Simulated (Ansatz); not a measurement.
# Ytterbium, fcc under BLYP: ground state and equation of state, part 2 of 2

Aim: take ytterbium in the fcc structure, relax it, solve it on a dense k-mesh, switch on spin-orbit coupling, then scale the cell to 7 volumes from 88 to 112 % of the relaxed one and try a fit of the equation of state. The start is ferromagnetic. The k-meshes are 10×10×10 for the relaxation; 17×17×17 for the dense run; 10×10×10 for spin-orbit coupling; 17×17×17 for the volumes. It starts from a deposited cell (COD).

Ansatz 0.2.0; DFT, BLYP, plane waves (420 eV) with PAW, scalar-relativistic. Earlier steps stand in the parts before.

## 5. The cell scaled to 88 % of its volume

Contents of input.yaml:

```yaml
crystal:
  lattice:
    - [0.0, 2.540112071, 2.540112071]
    - [2.540112071, 0.0, 2.540112071]
    - [2.540112071, 2.540112071, 0.0]
  atoms:
    - { symbol: Yb, position: [0.0, 0.0, 0.0], spin: 1.0 }
hamiltonian:
  xc: blyp
  pseudopotentials:
    kind: paw
    azcp:
      Yb: "pseudopotentials/Yb.paw.azcp"
basis:
  ecutwfc: 420
  fft_grid_basis: typed
kpoints:
  mp_grid: { grid: [17, 17, 17], shift: [0, 0, 0] }
magnetization:
  spin_polarized: true
scf:
  occupations: { method: fermi_dirac, width: 0.05 }
output:
  stress: true
```

Log, cut to the lines that bear on the results:

```text
Warning: where an SCF of this run starts from atoms to list the orders of its open shells, Yb (site 0, from 0) starts with 0.44 μB on its 4f shell and 0.44 μB on its 5d shell, in the place of the 1.00 μB that the deck gives it: its open shells can hold no more by Hund's first rule. To [...]
Warning: RAYON_NUM_THREADS=4 ignored (pool sized by the plan → 4); use --threads N
[...]
Pseudopotentials: kind: paw
Pseudopotential: Yb, paw, valence charge 24, recommended cutoff 420 eV (normal), <dir>
Functional definition: BLYP
[...]
Crystal: 1 atoms, lattice volume = 32.778 Å³
Basis set: ecut = 420 eV, 645 PW (Γ), exchange–correlation on 50×50×50 points (8 copies of the dense FFT grid, shifted against one another)
Bands: 17, of which v1, the nominal top of the filled ones, is band 12 counted from 1 (11 counted from 0)
Symmetry: 48 space group operations
Space group: Fm-3m (ITA 225), of the structure as read, at distance tolerance 3.2e-5 Å
Magnetic group: BNS 225.116 (UNI 1618), of the structure as read, at distance tolerance 3.2e-5 Å
k-points: 165 of 4913
[...]
Starting moments: Σ|m| = 1 μB on 1 of 1 site
[...]
spin=Collinear: Kerker preconditioning applied to the charge; magnetization (m = ρ↑ − ρ↓) channel mixes plain (no charge-response kernel on spin).
[...]
SCF iter  13: F=-13818.295561 eV  HF=-13818.295561 eV  |F-HF|=3.36e-9  |Δ(HF+E_count)|=  5.80e-10  Δρ=1.81e-6 (↑1.55e-6 ↓1.81e-6)  dr2=2.93e-9  dr2_m=6.25e-12  M=-0.000 μB ∫|m|=0.000 μB  ethr=9.16e-12  ⟨swp⟩=1.8  Hψ=14369  notcnv=0
[...]
WARN: the starting moments were not kept: the SCF closed with an absolute magnetisation of 6.0e-6 μB, where they sum to 1 μB in size (1 site). That is at most 0.1 of that sum. Measured as dr2_m measures the in/out step, that magnetisation stands 1.2e-11 eV from none, at or under the [...]
SCF converged after 13 iterations
Magnetization: -0.0000 μB (12.0000 up, 12.0000 down)
Absolute magnetization: 0.0000 μB (∫|ρ↑−ρ↓|, with the PAW one-centre terms)
Spin contamination: 0.0000 ħ² per cell (⟨S²⟩ above its minimum at these occupations)
Per-site moments (μB) at R_I (Å): [(-4.372173757312706e-7, 1.4818076380617715)]
Free energy (F): -13818.295561 eV
[...]
E sigma→0 (E₀):  -13818.290170 eV
Entropy (-TS):   -0.010781 eV (-10.781 meV/atom)
Fermi energy:    12.312356 eV
[...]
--- Stress (GPa, compression-positive) ---
        2.732105       0.000000       0.000000
       -0.000000       2.732105       0.000000
        0.000000       0.000000       2.732105
  P = ⅓ Tr σ = 2.7321 GPa (27.321 kbar)
```

It took 5.4 s on 4 threads of an Arm CPU, shared host; peak memory 0.44 GiB.

## 6. The cell scaled to 92 % of its volume

Changes to input.yaml since step 5:

```diff
@@ -2,5 +2,5 @@
   lattice:
-    - [0.0, 2.540112071, 2.540112071]
-    - [2.540112071, 0.0, 2.540112071]
-    - [2.540112071, 2.540112071, 0.0]
+    - [0.0, 2.5780297817, 2.5780297817]
+    - [2.5780297817, 0.0, 2.5780297817]
+    - [2.5780297817, 2.5780297817, 0.0]
   atoms:
```

Log, cut to the lines that bear on the results:

```text
Warning: where an SCF of this run starts from atoms to list the orders of its open shells, Yb (site 0, from 0) starts with 0.44 μB on its 4f shell and 0.44 μB on its 5d shell, in the place of the 1.00 μB that the deck gives it: its open shells can hold no more by Hund's first rule. To [...]
Warning: RAYON_NUM_THREADS=4 ignored (pool sized by the plan → 4); use --threads N
[...]
[... 3 set-up lines as earlier in the session ...]
[...]
Crystal: 1 atoms, lattice volume = 34.268 Å³
Basis set: ecut = 420 eV, 645 PW (Γ), exchange–correlation on 50×50×50 points (8 copies of the dense FFT grid, shifted against one another)
Bands: 17, of which v1, the nominal top of the filled ones, is band 12 counted from 1 (11 counted from 0)
[... 2 set-up lines as earlier in the session ...]
Magnetic group: BNS 225.116 (UNI 1618), of the structure as read, at distance tolerance 3.2e-5 Å
k-points: 165 of 4913
[...]
Starting moments: Σ|m| = 1 μB on 1 of 1 site
[...]
spin=Collinear: Kerker preconditioning applied to the charge; magnetization (m = ρ↑ − ρ↓) channel mixes plain (no charge-response kernel on spin).
[...]
SCF iter  14: F=-13818.315781 eV  HF=-13818.315781 eV  |F-HF|=1.62e-9  |Δ(HF+E_count)|=  1.93e-10  Δρ=1.04e-6 (↑1.04e-6 ↓9.58e-7)  dr2=1.13e-9  dr2_m=6.54e-13  M=-0.000 μB ∫|m|=0.000 μB  ethr=5.10e-12  ⟨swp⟩=2.0  Hψ=17717  notcnv=0
[...]
WARN: the starting moments were not kept: the SCF closed with an absolute magnetisation of 1.8e-6 μB, where they sum to 1 μB in size (1 site). That is at most 0.1 of that sum. Measured as dr2_m measures the in/out step, that magnetisation stands 1.1e-12 eV from none, at or under the [...]
SCF converged after 14 iterations
Magnetization: -0.0000 μB (12.0000 up, 12.0000 down)
Absolute magnetization: 0.0000 μB (∫|ρ↑−ρ↓|, with the PAW one-centre terms)
Spin contamination: 0.0000 ħ² per cell (⟨S²⟩ above its minimum at these occupations)
Per-site moments (μB) at R_I (Å): [(-8.522674763018316e-8, 1.5039274311112796)]
Free energy (F): -13818.315781 eV
[...]
E sigma→0 (E₀):  -13818.310610 eV
Entropy (-TS):   -0.010341 eV (-10.341 meV/atom)
Fermi energy:    11.741912 eV
[...]
--- Stress (GPa, compression-positive) ---
        1.650113       0.000000      -0.000000
        0.000000       1.650113       0.000000
        0.000000       0.000000       1.650113
  P = ⅓ Tr σ = 1.6501 GPa (16.501 kbar)
```

Run time: 5.9 s. Hardware: 4 threads of an Arm CPU, shared host; peak memory 0.44 GiB.

## 7. The cell scaled to 96 % of its volume

Changes to input.yaml since step 6:

```diff
@@ -2,5 +2,5 @@
   lattice:
-    - [0.0, 2.5780297817, 2.5780297817]
-    - [2.5780297817, 0.0, 2.5780297817]
-    - [2.5780297817, 2.5780297817, 0.0]
+    - [0.0, 2.6148637551, 2.6148637551]
+    - [2.6148637551, 0.0, 2.6148637551]
+    - [2.6148637551, 2.6148637551, 0.0]
   atoms:
```

Log, cut to the lines that bear on the results:

```text
Warning: where an SCF of this run starts from atoms to list the orders of its open shells, Yb (site 0, from 0) starts with 0.44 μB on its 4f shell and 0.44 μB on its 5d shell, in the place of the 1.00 μB that the deck gives it: its open shells can hold no more by Hund's first rule. To [...]
Warning: RAYON_NUM_THREADS=4 ignored (pool sized by the plan → 4); use --threads N
[...]
[... 3 set-up lines as earlier in the session ...]
[...]
Crystal: 1 atoms, lattice volume = 35.758 Å³
Basis set: ecut = 420 eV, 725 PW (Γ), exchange–correlation on 50×50×50 points (8 copies of the dense FFT grid, shifted against one another)
Bands: 17, of which v1, the nominal top of the filled ones, is band 12 counted from 1 (11 counted from 0)
[... 2 set-up lines as earlier in the session ...]
Magnetic group: BNS 225.116 (UNI 1618), of the structure as read, at distance tolerance 3.3e-5 Å
k-points: 165 of 4913
[...]
Starting moments: Σ|m| = 1 μB on 1 of 1 site
[...]
spin=Collinear: Kerker preconditioning applied to the charge; magnetization (m = ρ↑ − ρ↓) channel mixes plain (no charge-response kernel on spin).
[...]
SCF iter  14: F=-13818.326825 eV  HF=-13818.326826 eV  |F-HF|=9.35e-9  |Δ(HF+E_count)|=  1.13e-10  Δρ=2.51e-6 (↑2.51e-6 ↓2.31e-6)  dr2=6.90e-9  dr2_m=3.58e-12  M=-0.000 μB ∫|m|=0.000 μB  ethr=2.53e-11  ⟨swp⟩=2.3  Hψ=19448  notcnv=0
[...]
WARN: the starting moments were not kept: the SCF closed with an absolute magnetisation of 3.2e-6 μB, where they sum to 1 μB in size (1 site). That is at most 0.1 of that sum. Measured as dr2_m measures the in/out step, that magnetisation stands 3.4e-12 eV from none, at or under the [...]
SCF converged after 14 iterations
Magnetization: -0.0000 μB (12.0000 up, 12.0000 down)
Absolute magnetization: 0.0000 μB (∫|ρ↑−ρ↓|, with the PAW one-centre terms)
Spin contamination: 0.0000 ħ² per cell (⟨S²⟩ above its minimum at these occupations)
Per-site moments (μB) at R_I (Å): [(-6.560177917897204e-8, 1.5254150118158571)]
Free energy (F): -13818.326825 eV
[...]
E sigma→0 (E₀):  -13818.321815 eV
Entropy (-TS):   -0.010021 eV (-10.021 meV/atom)
Fermi energy:    11.213821 eV
[...]
--- Stress (GPa, compression-positive) ---
        0.751872      -0.000000       0.000000
        0.000000       0.751872      -0.000000
        0.000000       0.000000       0.751872
  P = ⅓ Tr σ = 0.7519 GPa (7.519 kbar)
```

Run time: 7 s. Hardware: 4 threads of an Arm CPU, shared host; peak memory 0.45 GiB.

## 8. The cell scaled to 100 % of its volume

Changes to input.yaml since step 7:

```diff
@@ -2,5 +2,5 @@
   lattice:
-    - [0.0, 2.6148637551, 2.6148637551]
-    - [2.6148637551, 0.0, 2.6148637551]
-    - [2.6148637551, 2.6148637551, 0.0]
+    - [0.0, 2.6506882582, 2.6506882582]
+    - [2.6506882582, 0.0, 2.6506882582]
+    - [2.6506882582, 2.6506882582, 0.0]
   atoms:
```

Log, cut to the lines that bear on the results:

```text
Warning: where an SCF of this run starts from atoms to list the orders of its open shells, Yb (site 0, from 0) starts with 0.44 μB on its 4f shell and 0.44 μB on its 5d shell, in the place of the 1.00 μB that the deck gives it: its open shells can hold no more by Hund's first rule. To [...]
Warning: RAYON_NUM_THREADS=4 ignored (pool sized by the plan → 4); use --threads N
[...]
[... 3 set-up lines as earlier in the session ...]
[...]
Crystal: 1 atoms, lattice volume = 37.248 Å³
Basis set: ecut = 420 eV, 725 PW (Γ), exchange–correlation on 54×54×54 points (8 copies of the dense FFT grid, shifted against one another)
Bands: 17, of which v1, the nominal top of the filled ones, is band 12 counted from 1 (11 counted from 0)
[... 2 set-up lines as earlier in the session ...]
Magnetic group: BNS 225.116 (UNI 1618), of the structure as read, at distance tolerance 3.3e-5 Å
k-points: 165 of 4913
[...]
Starting moments: Σ|m| = 1 μB on 1 of 1 site
[...]
spin=Collinear: Kerker preconditioning applied to the charge; magnetization (m = ρ↑ − ρ↓) channel mixes plain (no charge-response kernel on spin).
[...]
SCF iter  14: F=-13818.330249 eV  HF=-13818.330249 eV  |F-HF|=6.82e-9  |Δ(HF+E_count)|=   6.97e-9  Δρ=2.24e-6 (↑2.24e-6 ↓1.81e-6)  dr2=5.12e-9  dr2_m=1.68e-11  M=-0.000 μB ∫|m|=0.000 μB  ethr=3.02e-10  ⟨swp⟩=3.0  Hψ=21334  notcnv=0
[...]
WARN: the starting moments were not kept: the SCF closed with an absolute magnetisation of 5.5e-6 μB, where they sum to 1 μB in size (1 site). That is at most 0.1 of that sum. Measured as dr2_m measures the in/out step, that magnetisation stands 1.0e-11 eV from none, at or under the [...]
SCF converged after 14 iterations
Magnetization: -0.0000 μB (12.0000 up, 12.0000 down)
Absolute magnetization: 0.0000 μB (∫|ρ↑−ρ↓|, with the PAW one-centre terms)
Spin contamination: 0.0000 ħ² per cell (⟨S²⟩ above its minimum at these occupations)
Per-site moments (μB) at R_I (Å): [(6.716177654253838e-8, 1.546313704802442)]
Free energy (F): -13818.330249 eV
[...]
E sigma→0 (E₀):  -13818.325275 eV
Entropy (-TS):   -0.009949 eV (-9.949 meV/atom)
Fermi energy:    10.722533 eV
[...]
--- Stress (GPa, compression-positive) ---
        0.006020       0.000000      -0.000000
        0.000000       0.006020       0.000000
       -0.000000       0.000000       0.006020
  P = ⅓ Tr σ = 0.0060 GPa (0.060 kbar)
```

Wall time 7.2 s (4 threads of an Arm CPU, shared host); peak memory 0.45 GiB.

## 9. The cell scaled to 104 % of its volume

Changes to input.yaml since step 8:

```diff
@@ -2,5 +2,5 @@
   lattice:
-    - [0.0, 2.6506882582, 2.6506882582]
-    - [2.6506882582, 0.0, 2.6506882582]
-    - [2.6506882582, 2.6506882582, 0.0]
+    - [0.0, 2.6855697354, 2.6855697354]
+    - [2.6855697354, 0.0, 2.6855697354]
+    - [2.6855697354, 2.6855697354, 0.0]
   atoms:
```

Log, cut to the lines that bear on the results:

```text
Warning: where an SCF of this run starts from atoms to list the orders of its open shells, Yb (site 0, from 0) starts with 0.44 μB on its 4f shell and 0.44 μB on its 5d shell, in the place of the 1.00 μB that the deck gives it: its open shells can hold no more by Hund's first rule. To [...]
Warning: RAYON_NUM_THREADS=4 ignored (pool sized by the plan → 4); use --threads N
[...]
[... 3 set-up lines as earlier in the session ...]
[...]
Crystal: 1 atoms, lattice volume = 38.738 Å³
Basis set: ecut = 420 eV, 749 PW (Γ), exchange–correlation on 54×54×54 points (8 copies of the dense FFT grid, shifted against one another)
Bands: 17, of which v1, the nominal top of the filled ones, is band 12 counted from 1 (11 counted from 0)
[... 1 set-up line as earlier in the session ...]
Space group: Fm-3m (ITA 225), of the structure as read, at distance tolerance 3.4e-5 Å
Magnetic group: BNS 225.116 (UNI 1618), of the structure as read, at distance tolerance 3.4e-5 Å
k-points: 165 of 4913
[...]
Starting moments: Σ|m| = 1 μB on 1 of 1 site
[...]
spin=Collinear: Kerker preconditioning applied to the charge; magnetization (m = ρ↑ − ρ↓) channel mixes plain (no charge-response kernel on spin).
[...]
SCF iter  14: F=-13818.327354 eV  HF=-13818.327354 eV  |F-HF|=3.64e-11  |Δ(HF+E_count)|=  3.20e-10  Δρ=3.52e-7 (↑1.48e-7 ↓3.52e-7)  dr2=3.22e-11  dr2_m=1.77e-11  M=-0.000 μB ∫|m|=0.000 μB  ethr=9.06e-12  ⟨swp⟩=2.2  Hψ=16071  notcnv=0
[...]
WARN: the starting moments were not kept: the SCF closed with an absolute magnetisation of 7.2e-6 μB, where they sum to 1 μB in size (1 site). That is at most 0.1 of that sum. Measured as dr2_m measures the in/out step, that magnetisation stands 1.4e-11 eV from none, at or under the [...]
SCF converged after 14 iterations
Magnetization: -0.0000 μB (12.0000 up, 12.0000 down)
Absolute magnetization: 0.0000 μB (∫|ρ↑−ρ↓|, with the PAW one-centre terms)
Spin contamination: 0.0000 ħ² per cell (⟨S²⟩ above its minimum at these occupations)
Per-site moments (μB) at R_I (Å): [(-2.1588455195586704e-7, 1.5666622712818292)]
Free energy (F): -13818.327354 eV
[...]
E sigma→0 (E₀):  -13818.322280 eV
Entropy (-TS):   -0.010148 eV (-10.148 meV/atom)
Fermi energy:    10.264769 eV
[...]
--- Stress (GPa, compression-positive) ---
       -0.608614      -0.000000       0.000000
       -0.000000      -0.608614      -0.000000
       -0.000000      -0.000000      -0.608614
  P = ⅓ Tr σ = -0.6086 GPa (-6.086 kbar)
```

Wall time 7.2 s (4 threads of an Arm CPU, shared host); peak memory 0.46 GiB.

## 10. The cell scaled to 108 % of its volume

Changes to input.yaml since step 9:

```diff
@@ -2,5 +2,5 @@
   lattice:
-    - [0.0, 2.6855697354, 2.6855697354]
-    - [2.6855697354, 0.0, 2.6855697354]
-    - [2.6855697354, 2.6855697354, 0.0]
+    - [0.0, 2.7195678982, 2.7195678982]
+    - [2.7195678982, 0.0, 2.7195678982]
+    - [2.7195678982, 2.7195678982, 0.0]
   atoms:
```

Log, cut to the lines that bear on the results:

```text
Warning: where an SCF of this run starts from atoms to list the orders of its open shells, Yb (site 0, from 0) starts with 0.44 μB on its 4f shell and 0.44 μB on its 5d shell, in the place of the 1.00 μB that the deck gives it: its open shells can hold no more by Hund's first rule. To [...]
Warning: RAYON_NUM_THREADS=4 ignored (pool sized by the plan → 4); use --threads N
[...]
[... 3 set-up lines as earlier in the session ...]
[...]
Crystal: 1 atoms, lattice volume = 40.228 Å³
Basis set: ecut = 420 eV, 749 PW (Γ), exchange–correlation on 54×54×54 points (8 copies of the dense FFT grid, shifted against one another)
Bands: 17, of which v1, the nominal top of the filled ones, is band 12 counted from 1 (11 counted from 0)
[... 2 set-up lines as earlier in the session ...]
Magnetic group: BNS 225.116 (UNI 1618), of the structure as read, at distance tolerance 3.4e-5 Å
k-points: 165 of 4913
[...]
Starting moments: Σ|m| = 1 μB on 1 of 1 site
[...]
spin=Collinear: Kerker preconditioning applied to the charge; magnetization (m = ρ↑ − ρ↓) channel mixes plain (no charge-response kernel on spin).
[...]
SCF iter  15: F=-13818.319285 eV  HF=-13818.319285 eV  |F-HF|=1.82e-11  |Δ(HF+E_count)|=  6.18e-11  Δρ=1.44e-7 (↑1.34e-7 ↓1.44e-7)  dr2=2.52e-11  dr2_m=4.98e-14  M=-0.000 μB ∫|m|=0.000 μB  ethr=1.49e-12  ⟨swp⟩=1.7  Hψ=16274  notcnv=0
[...]
WARN: the starting moments were not kept: the SCF closed with an absolute magnetisation of 8.6e-7 μB, where they sum to 1 μB in size (1 site). That is at most 0.1 of that sum. Measured as dr2_m measures the in/out step, that magnetisation stands 9.9e-14 eV from none, at or under the [...]
SCF converged after 15 iterations
Magnetization: -0.0000 μB (12.0000 up, 12.0000 down)
Absolute magnetization: 0.0000 μB (∫|ρ↑−ρ↓|, with the PAW one-centre terms)
Spin contamination: 0.0000 ħ² per cell (⟨S²⟩ above its minimum at these occupations)
Per-site moments (μB) at R_I (Å): [(-1.6811205977394207e-7, 1.5864955447394344)]
Free energy (F): -13818.319285 eV
[...]
E sigma→0 (E₀):  -13818.314011 eV
Entropy (-TS):   -0.010548 eV (-10.548 meV/atom)
Fermi energy:    9.837950 eV
[...]
--- Stress (GPa, compression-positive) ---
       -1.109907       0.000000      -0.000000
        0.000000      -1.109907       0.000000
        0.000000       0.000000      -1.109907
  P = ⅓ Tr σ = -1.1099 GPa (-11.099 kbar)
```

Wall time 7.9 s (4 threads of an Arm CPU, shared host); peak memory 0.46 GiB.

## 11. The cell scaled to 112 % of its volume

Changes to input.yaml since step 10:

```diff
@@ -2,5 +2,5 @@
   lattice:
-    - [0.0, 2.7195678982, 2.7195678982]
-    - [2.7195678982, 0.0, 2.7195678982]
-    - [2.7195678982, 2.7195678982, 0.0]
+    - [0.0, 2.7527366293, 2.7527366293]
+    - [2.7527366293, 0.0, 2.7527366293]
+    - [2.7527366293, 2.7527366293, 0.0]
   atoms:
```

Log, cut to the lines that bear on the results:

```text
Warning: where an SCF of this run starts from atoms to list the orders of its open shells, Yb (site 0, from 0) starts with 0.44 μB on its 4f shell and 0.44 μB on its 5d shell, in the place of the 1.00 μB that the deck gives it: its open shells can hold no more by Hund's first rule. To [...]
Warning: RAYON_NUM_THREADS=4 ignored (pool sized by the plan → 4); use --threads N
[...]
[... 3 set-up lines as earlier in the session ...]
[...]
Crystal: 1 atoms, lattice volume = 41.718 Å³
Basis set: ecut = 420 eV, 869 PW (Γ), exchange–correlation on 54×54×54 points (8 copies of the dense FFT grid, shifted against one another)
Bands: 17, of which v1, the nominal top of the filled ones, is band 12 counted from 1 (11 counted from 0)
[... 2 set-up lines as earlier in the session ...]
Magnetic group: BNS 225.116 (UNI 1618), of the structure as read, at distance tolerance 3.5e-5 Å
k-points: 165 of 4913
[...]
Starting moments: Σ|m| = 1 μB on 1 of 1 site
[...]
spin=Collinear: Kerker preconditioning applied to the charge; magnetization (m = ρ↑ − ρ↓) channel mixes plain (no charge-response kernel on spin).
[...]
SCF iter  14: F=-13818.307023 eV  HF=-13818.307023 eV  |F-HF|=8.19e-11  |Δ(HF+E_count)|=   8.25e-9  Δρ=2.96e-7 (↑2.96e-7 ↓2.70e-7)  dr2=1.16e-10  dr2_m=2.86e-13  M=-0.000 μB ∫|m|=0.000 μB  ethr=2.15e-10  ⟨swp⟩=3.0  Hψ=21053  notcnv=0
[...]
WARN: the starting moments were not kept: the SCF closed with an absolute magnetisation of 1.7e-6 μB, where they sum to 1 μB in size (1 site). That is at most 0.1 of that sum. Measured as dr2_m measures the in/out step, that magnetisation stands 2.5e-13 eV from none, at or under the [...]
SCF converged after 14 iterations
Magnetization: -0.0000 μB (12.0000 up, 12.0000 down)
Absolute magnetization: 0.0000 μB (∫|ρ↑−ρ↓|, with the PAW one-centre terms)
Spin contamination: 0.0000 ħ² per cell (⟨S²⟩ above its minimum at these occupations)
Per-site moments (μB) at R_I (Å): [(-3.8640980127471105e-7, 1.6058449583538694)]
Free energy (F): -13818.307023 eV
[...]
E sigma→0 (E₀):  -13818.301494 eV
Entropy (-TS):   -0.011058 eV (-11.058 meV/atom)
Fermi energy:    9.439312 eV
[...]
--- Stress (GPa, compression-positive) ---
       -1.514168      -0.000000      -0.000000
       -0.000000      -1.514168      -0.000000
       -0.000000      -0.000000      -1.514168
  P = ⅓ Tr σ = -1.5142 GPa (-15.142 kbar)
```

Run time: 7.3 s. Hardware: 4 threads of an Arm CPU, shared host; peak memory 0.47 GiB.

## 12. Energy and pressure against volume

All volumes keep the relaxed shape and fractional coordinates.

| V (Å³/atom) | E − E₀ (meV/atom) | P from the stress (GPa) | P from the fit (GPa) |
| --- | --- | --- | --- |
| 32.778 | 35.1 | 2.73 | 2.78 |
| 34.268 | 14.6 | 1.65 | 1.67 |
| 35.758 | 3.4 | 0.75 | 0.76 |
| 37.248 | 0.0 | 0.01 | 0.00 |
| 38.738 | 3.0 | -0.61 | -0.62 |
| 40.228 | 11.2 | -1.11 | -1.13 |
| 41.718 | 23.7 | -1.51 | -1.56 |

A third-order Birch-Murnaghan fit gives V₀ = 37.258 Å³/atom, B₀ = 17.1 GPa and B₀′ = 3.7; it misses no point by more than 0.05 meV/atom.

## 13. Summary of results

What follows sums up all 2 parts.

| quantity | value |
| --- | --- |
| space group (spins left aside) | Fm-3m (No. 225) |
| conventional cell | a = 5.301 Å |
| volume | 37.248 Å³/atom |
| shortest distance | 3.749 Å |
| against the deposited volume | -9.8 % (41.281 Å³/atom) |
| gap on the mesh | none (levels filled in part) |
| magnetic state | non-magnetic |
| V₀, B₀, B₀′ | 37.258 Å³/atom, 17.1 GPa, 3.7 |

What this shows: The volume comes out 9.8 % smaller than measured. Semilocal functionals tend to let ytterbium's f shell bond, which shrinks the cell. The starting moments do not survive. Levels at the Fermi energy are filled in part, as in a metal. Totals with and without spin-orbit coupling (-16.1 eV/atom apart) can't be read as binding, since the two-component data shift the zero of energy. B₀ comes out at 17.1 GPa, a soft solid.
